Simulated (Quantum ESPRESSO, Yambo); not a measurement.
Planning a run of Quantum ESPRESSO 7.5 on RbBr (Fm-3m). The input:

```
&control
  calculation = 'nscf'
  prefix = 'x'
  outdir = 'o'
  pseudo_dir = 'pseudo'
/
&system
  ibrav = 0
  nat = 2
  ntyp = 2
  ecutwfc = 76.0
  nbnd = 149
  force_symmorphic = .true.
/
&electrons
  conv_thr = 1e-9
  electron_maxstep = 80
  diago_full_acc = .true.
  diago_thr_init = 5e-6
/
ATOMIC_SPECIES
  Rb 85.468 Rb.upf
  Br 79.904 Br.upf
CELL_PARAMETERS angstrom
  0.0000000000 3.4270000000 3.4270000000
  3.4270000000 0.0000000000 3.4270000000
  3.4270000000 3.4270000000 -0.0000000000
ATOMIC_POSITIONS crystal
  Rb 0.0000000000 0.0000000000 0.0000000000
  Br 0.5000000000 0.5000000000 0.5000000000
K_POINTS automatic
  2 2 2 0 0 0
```

The database entry behind the starting cell differs from later determinations by our own check (about 0.5 % short), so it need not match the best structure at ambient conditions.

```sh
OMP_NUM_THREADS=1 mpirun -n 4 pw.x -nk 4 -in pw.in > pw.out
```

Q: Estimate wall time and host memory on 4 MPI ranks of Arm Neoverse N1, shared host.

It took 17 s; on shared hardware allow 8.3 s to 33 s. Peak host memory was 0.45 GiB.

[Paths, hosts, dates, memory and timing lines, banners, echoed tables and standing remarks are left out of the program output.]

[Logs are printed without paths, hosts, clocks, repeated set-up lines and the standing remarks that a program may print on its own settings, such as how far it seeks lower states.]

[Runs of the session that timed out or met a known fault of the program may be left out.]

[Hosts, paths, dates, database ids (printed as entryN), source tags and the programs' standing remarks are cut or masked in the printed files.]
